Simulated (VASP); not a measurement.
## Y: band structure with TB-mBJ

Y:

```
Y
1.0
     3.64740    0.00000    0.00000
    -1.82370    3.15874    0.00000
     0.00000    0.00000    5.73060
Y
2
Cartesian
  1.8237 1.0529 4.2980
  0.0000 2.1058 1.4326
```

```
Program                : VASP 6.6.1
Task                   : band structure
Functional             : TB-mBJ
Potentials or basis    : VASP PAW PBE potentials, release 64 (Y_sv)
Cutoff                 : 520 eV
k mesh                 : 8 × 8 × 5
Occupations            : fermi-dirac, width 0.05 eV
Spin                   : no spin polarisation
Further INCAR settings : ALGO = Normal; EDIFF = 1e-06; NBANDS = 18
```

```
Band gap along the path : none (metal or under the smearing width)
```

Levels at the corners of the path, in eV from the Fermi level:
```
point  band 6  band 7  band 8  band 9  band 10  band 11  band 12  band 13  band 14  band 15
    Γ  -22.81  -22.81  -22.78   -4.36    -1.74     1.11     1.58     1.58     1.86     2.15
    M  -23.01  -22.92  -22.87   -1.50    -1.17    -0.84     0.06     1.32     1.39     2.00
    M  -23.01  -22.92  -22.87   -1.50    -1.17    -0.84     0.06     1.32     1.39     2.00
    K  -23.01  -23.01  -23.00   -0.76    -0.56    -0.56    -0.37     1.03     1.03     2.26
    K  -23.01  -23.01  -23.00   -0.76    -0.56    -0.56    -0.37     1.03     1.03     2.26
    Γ  -22.81  -22.81  -22.78   -4.36    -1.74     1.11     1.58     1.58     1.86     2.15
    Γ  -22.81  -22.81  -22.78   -4.36    -1.74     1.11     1.58     1.58     1.86     2.15
    A  -22.85  -22.85  -22.85   -2.97    -2.97     0.89     0.89     1.50     1.50     1.50
    A  -22.85  -22.85  -22.85   -2.97    -2.97     0.89     0.89     1.50     1.50     1.50
    L  -22.94  -22.92  -22.92   -1.56    -1.56     0.05     0.05     1.55     1.55     2.58
    L  -22.94  -22.92  -22.92   -1.56    -1.56     0.05     0.05     1.55     1.55     2.58
    H  -23.09  -22.88  -22.88   -0.36    -0.36    -0.33    -0.33     0.48     0.48     2.55
    H  -23.09  -22.88  -22.88   -0.36    -0.36    -0.33    -0.33     0.48     0.48     2.55
    A  -22.85  -22.85  -22.85   -2.97    -2.97     0.89     0.89     1.50     1.50     1.50
    L  -22.94  -22.92  -22.92   -1.56    -1.56     0.05     0.05     1.55     1.55     2.58
    M  -23.01  -22.92  -22.87   -1.50    -1.17    -0.84     0.06     1.32     1.39     2.00
    K  -23.01  -23.01  -23.00   -0.76    -0.56    -0.56    -0.37     1.03     1.03     2.26
    H  -23.09  -22.88  -22.88   -0.36    -0.36    -0.33    -0.33     0.48     0.48     2.55
```

Wall time 98 s on 1 thread of AMD EPYC 9R45 96-Core Processor (Zen 5) (shared host), peak memory 0.19 GiB.
